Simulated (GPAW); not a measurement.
CuO:

```xyz
4
Lattice="3.1755 0.0000 0.0000 0.0000 3.1755 0.0000 0.0000 0.0000 4.6495" Properties=species:S:1:pos:R:3 pbc="T T T"
Cu    0.0000    0.0000    0.0000
Cu    1.5877    1.5877    0.0000
O     1.5877    0.0000    1.2414
O     0.0000    1.5877    3.4081
```

The cell was built by a generator and needn't be a form met in nature.

Base run:

| Quantity | Value |
| --- | --- |
| Program | GPAW 26.7.0 |
| Functional | r2SCAN |
| Potentials or basis | GPAW PAW data sets (gpaw-data 1.2.1) |
| Cutoff | 800 eV |
| Basis | pw |
| k mesh | 7 × 7 × 5 |
| Occupations | fermi-dirac, width 0.05 eV |
| Spin | no spin polarisation |

Its results: band gap on the k mesh none (metal or under the smearing width); pressure 12.4 GPa; largest force 1.196 eV/Å.

**Question.** The run is repeated on the same cell with these changes: hubbard terms from none to Cu d U = 5 eV. What comes out?

**Answer.** Band gap on the k mesh none (metal or under the smearing width); pressure 9.9 GPa; largest force 1.204 eV/Å.

Caveats: with this Cu data set, volumes or pressures lay over 1.5 % or 2 GPa off other programs in two to four cells of ten; the PAW data sets were made with another functional, which shifts forces and pressure a little; the run has no spin polarisation, though such a crystal can be magnetic; semilocal functionals often make such compounds metallic where correlation or magnetic order opens a gap, which also shifts bond lengths (some runs); U without spin polarisation on a metal has little footing (some runs).
